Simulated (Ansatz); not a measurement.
Sb2Te3 (Bi2Te3 type, space group R-3m)

```yaml
crystal:
  lattice:
    - [2.13822, 1.23450, 9.94193]
    - [-2.13822, 1.23450, 9.94193]
    - [0.00000, -2.46900, 9.94193]
  atoms:
    - { symbol: Sb, position: [0.39906, 0.39906, 0.39906] }
    - { symbol: Sb, position: [0.60094, 0.60094, 0.60094] }
    - { symbol: Te, position: [0.00000, 0.00000, 0.00000] }
    - { symbol: Te, position: [0.21016, 0.21016, 0.21016] }
    - { symbol: Te, position: [0.78984, 0.78984, 0.78984] }
```

The slice is a (0001) plane (indices of the conventional cell) through the point (0.790, 0.790, 0.790) (fractional), spanned by u = [1 0 -1] and v = [-1 2 -1] in vectors of this cell: u (4.28 Å) and v (7.41 Å, at 90° to u). It covers one period; positions are fractions (u, v).

Method: PBE-D3(BJ) (plane waves to 420 eV, PAW, scalar-relativistic; Ansatz, a program for electronic structure). k mesh 9×9×9. Near the nuclei the fields are pseudised (PAW); where an atom keeps semicore shells as valence, they peak there. Sb2Te3 was relaxed with its symmetry unable to fall. Spin-orbit coupling is left out, though Sb and Te are heavy. The PAW data are Ansatz's earlier set.

Task: Predict the map of the electron localisation function (ELF) on the slice.

Result: 
| v \ u | 0.00 | 0.08 | 0.17 | 0.25 | 0.33 | 0.42 | 0.50 | 0.58 | 0.67 | 0.75 | 0.83 | 0.92 |
|---|---|---|---|---|---|---|---|---|---|---|---|---|
| 0.90 | 0.36 | 0.43 | 0.55 | 0.65 | 0.45 | 0.20 | 0.13 | 0.20 | 0.45 | 0.65 | 0.55 | 0.43 |
| 0.80 | 0.54 | 0.50 | 0.36 | 0.20 | 0.13 | 0.13 | 0.14 | 0.13 | 0.13 | 0.20 | 0.36 | 0.50 |
| 0.70 | 0.03 | 0.04 | 0.06 | 0.17 | 0.37 | 0.53 | 0.57 | 0.53 | 0.37 | 0.17 | 0.06 | 0.04 |
| 0.60 | 0.04 | 0.10 | 0.41 | 0.62 | 0.54 | 0.43 | 0.36 | 0.43 | 0.54 | 0.62 | 0.41 | 0.10 |
| 0.50 | 0.09 | 0.22 | 0.59 | 0.56 | 0.33 | x | x | x | 0.33 | 0.56 | 0.59 | 0.22 |
| 0.40 | 0.13 | 0.20 | 0.45 | 0.65 | 0.55 | 0.43 | 0.36 | 0.43 | 0.55 | 0.65 | 0.45 | 0.20 |
| 0.30 | 0.14 | 0.13 | 0.13 | 0.20 | 0.36 | 0.50 | 0.54 | 0.50 | 0.36 | 0.20 | 0.13 | 0.13 |
| 0.20 | 0.57 | 0.53 | 0.37 | 0.17 | 0.06 | 0.04 | 0.03 | 0.04 | 0.06 | 0.17 | 0.37 | 0.53 |
| 0.10 | 0.36 | 0.43 | 0.54 | 0.62 | 0.41 | 0.10 | 0.04 | 0.10 | 0.41 | 0.62 | 0.54 | 0.43 |
| 0.00 | x | x | 0.33 | 0.56 | 0.59 | 0.22 | 0.09 | 0.22 | 0.59 | 0.56 | 0.33 | x |

Values: electron localisation function (ELF). Points within 0.5 Å of a nucleus are blanked (x), as the pseudised field means little there.
